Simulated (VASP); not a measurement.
Wanted: the native input for a VASP 6.6.1 run.

| Property | Result |
| --- | --- |
| Task | single point |
| Functional | r2SCAN |
| Potentials or basis | VASP PAW PBE potentials, release 64 (Fe, O) |
| Cutoff | 520 eV |
| k mesh | 8 × 8 × 8 |
| Occupations | gaussian, width 0.05 eV |
| Spin | collinear spin, ferromagnetic start |
| Starting moments | [3.0, 0.0] μB |
| Hubbard terms | Fe d U = 8 eV |
| Further INCAR settings | ALGO = Normal; EDIFF = 1e-06; NBANDS = 18 |

The structure of FeO lies in POSCAR:

```
FeO
1.0
    1.5176821100      0.8762341800      2.5157945800
   -1.5176821100      0.8762341800      2.5157945800
    0.0000000000     -1.7524683500      2.5157945800
Fe O
1 1
Direct
    0.0000000000      0.0000000000      0.0000000000
    0.5000000000      0.5000000000      0.5000000000
```

One way to write it, as run:

INCAR

```
SYSTEM = FeO
PREC = Accurate ; ENCUT = 520
EDIFF = 1E-6 ; ISMEAR = 0
SIGMA = 0.05 ; LREAL = .FALSE.
LASPH = .TRUE. ; NELM = 100
ALGO = Normal ; ISIF = 2
LWAVE = .FALSE. ; LCHARG = .TRUE.
ISPIN = 2 ; MAGMOM = 3 0
LORBIT = 11 ; LMAXMIX = 4
LDAU = .TRUE. ; LDAUTYPE = 2
LDAUL = 2 -1 ; LDAUU = 8 0
LDAUJ = 0 0 ; LDAUPRINT = 1
METAGGA = R2SCAN ; LMIXTAU = .TRUE.
LELF = .TRUE. ; LVHAR = .TRUE.
NBANDS = 18
```

KPOINTS

```
regular mesh
0
G
  8 8 8
  0 0 0
```

Potentials or basis: VASP PAW PBE potentials, release 64 (Fe, O).

The run is started by

```sh
$ cat potpaw_PBE.64/Fe/POTCAR potpaw_PBE.64/O/POTCAR > POTCAR
$ mpirun -np 1 vasp_std > vasp.out
```

Results of the run:

```
Pressure                                              : 1.4 GPa
Band gap on the k mesh                                : 2.67 eV, indirect (least direct gap 3.80 eV)
Net moment                                            : 4.00 μB per cell
Site moments                                          : Fe +3.95; O +0.07 μB
Valence electrons inside the program's atomic spheres : Fe 6.84; O 5.07
```

Caveat: the PAW data sets were made with another functional, which shifts forces and pressure a little; a cell with one magnetic atom can't hold antiferromagnetic order, which such compounds often take.

Run time: 65 s on 1 thread of Intel(R) Xeon(R) 6975P-C (Granite Rapids) (shared host), peak memory 0.18 GiB.
